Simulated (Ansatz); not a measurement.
Crystal: Si2W.

```
CELL_PARAMETERS angstrom
-1.60690 1.60690 3.91495
1.60690 -1.60690 3.91495
1.60690 1.60690 -3.91495
ATOMIC_POSITIONS crystal
W 0.00000 0.00000 0.00000
Si 0.66530 0.66530 0.00000
Si 0.33470 0.33470 0.00000
```

Base run:

* Program: Ansatz 0.2.0
* Functional: LDA
* Potentials or basis: all-electron LAPW, scalar-relativistic
* Cutoff: 218 eV
* Density cutoff: 873 eV
* Basis error allowed: 0.002 eV/atom
* k mesh: 12 × 12 × 12
* Occupations: fermi-dirac, width 0.05 eV
* Spin: no spin polarisation

Its results: pressure -5.8 GPa; largest force 0.054 eV/Å.

The run is repeated on the same cell with these changes: functional from LDA to PBE. What comes out?

Pressure 3.3 GPa; largest force 0.073 eV/Å.

PBE binds less tightly than LDA, so the same cell stands under more pressure.

Not every run made on this cell is shown here.
